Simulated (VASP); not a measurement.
TiO2:

```
Ti O
1.0
     4.59984    0.00000    0.00000
     0.00000    4.59984    0.00000
     0.00000    0.00000    2.95921
Ti O
2 4
Direct
  0.00000 0.00000 0.50000
  0.50000 0.50000 0.00000
  0.30432 0.30432 0.50000
  0.19568 0.80432 0.00000
  0.80432 0.19568 0.00000
  0.69568 0.69568 0.50000
```

The cell is a database's computed one.

Base run:

```yaml
Program: VASP 6.6.1
Functional: MS2
Potentials_or_basis: VASP PAW PBE potentials, release 64 (Ti_sv, O)
Cutoff: 520 eV
k_mesh: 6 × 6 × 9
Occupations: fermi-dirac, width 0.05 eV
Spin: no spin polarisation
```

Its results: band gap on the k mesh 2.21 eV, direct; pressure 1.1 GPa; largest force 0.020 eV/Å.

Question: The run is repeated on the same cell with these changes: functional from MS2 to PBE; occupations from fermi-dirac, width 0.05 eV to gaussian, width 0.012 eV. What comes out?

Answer: Band gap on the k mesh 1.84 eV, direct; pressure 4.9 GPa; largest force 0.021 eV/Å.

Caveats: the PAW data sets were made with another functional, which shifts forces and pressure a little (some runs); an odd mesh through Γ misses points on the zone boundary, where band edges often lie (some runs).
